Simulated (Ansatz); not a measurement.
# Pressure against volume in TiCo

It was relaxed at this level from a Materials Project cell.

Level of theory: DFT PBE, scalar-relativistic, plane waves, PAW in Ansatz. The final run on the 2-atom cell used 420 eV, a Γ-centred 18×18×18 mesh, 0.10 eV smearing and collinear spin.

```yaml
crystal:
  lattice:
    - [2.98520, 0.00000, 0.00000]
    - [0.00000, 2.98520, 0.00000]
    - [0.00000, 0.00000, 2.98520]
  atoms:
    - { symbol: Ti, position: [0.00000, 0.00000, 0.00000] }
    - { symbol: Co, position: [0.50000, 0.50000, 0.50000] }
```

The cell was set to several volumes, with shape and atoms relaxed at each where symmetry leaves them free. Pressure is positive in compression, and energies count from the lowest row. No row has a gap on its mesh.

```csv
row,V (Å³/atom),P (GPa),ΔE (meV/atom),largest moment (μB)
1,11.705,27.19,123.1,0.64
2,12.104,?,?,?
3,12.503,11.64,27.6,0.85
4,12.902,5.38,6.5,0.92
5,13.301,-0.01,0.0,0.98
6,13.700,-4.62,5.9,1.02
7,14.099,-8.56,22.5,1.07
8,14.631,-12.91,58.5,1.13
```

Task: Find B = −V·ΔP/ΔV from rows 4 and 6 and from rows 1 and 3, and from the two its slope B′ and its value B0 at zero pressure.

Result: Rows 4 and 6 give −(12.902 + 13.700)/2 × (-4.62 − (5.38))/(13.700 − 12.902) = 166.7 GPa at a mean pressure of 0.38 GPa. Rows 1 and 3 give −(11.705 + 12.503)/2 × (11.64 − (27.19))/(12.503 − 11.705) = 235.9 GPa at a mean pressure of 19.41 GPa. So B′ = (235.9 − 166.7)/(19.41 − (0.38)) = 3.64 and B0 = 166.7 − 3.64 × (0.38) = 165.3 GPa. A third-order Birch–Murnaghan fit to all the energies gives B0 = 165.8 GPa and B′ = 4.1.

Task: Estimate the pressure and energy of row 2.

Result: From row 5, V0 = 13.301 × (1 + (-0.01)/165.3) = 13.300 Å³/atom. Murnaghan's form P = (B0/B′)·[(V0/V)^B′ − 1] gives (165.3/3.64) × [(13.300/12.104)^3.64 − 1] = 18.58 GPa; the computed pressure is 18.88 GPa, so the estimate is off by -0.30 GPa. The work of compression from row 3, with the mean of the two pressures, gives ΔE = 27.6 + (18.58 + 11.64)/2 × (12.503 − 12.104)/160.2 × 1000 = 65.2 meV/atom (1 eV/Å³ = 160.2 GPa); the computed value is 65.6 meV/atom. Its largest moment is 0.77 μB.

The magnetic state reached may not be the lowest. All volumes keep the k mesh of the relaxed cell. The moments change along the series, which bends the curve. Symmetry constrained the relaxation, so the result can be a saddle point.

Compression stiffens TiCo and steadily weakens its magnetism: the largest moment falls from 1.13 μB in the most expanded cell to 0.64 μB in the densest. Shorter Ti–Co contacts strengthen d–d hybridisation and broaden the bands, which typically lowers the density of states at the Fermi level and with it the exchange gain from spin polarisation. The rising resistance to compression reflects the growing kinetic-energy and overlap repulsion.

The sizeable moment at equilibrium, 0.98 μB, disagrees with experiment, where well-ordered stoichiometric TiCo is an exchange-enhanced paramagnet. The likely cause is the semilocal functional's neglect of spin fluctuations, which leads it to overestimate itinerant magnetism near the Stoner threshold.

The bulk modulus near equilibrium is well determined within this magnetic solution, since pressures and energies give 165.3 and 165.8 GPa; its pressure derivative is less certain. Because a moment that shrinks under compression usually softens a lattice, the paramagnetic phase is probably somewhat stiffer, but without a non-magnetic curve that contribution cannot be separated.
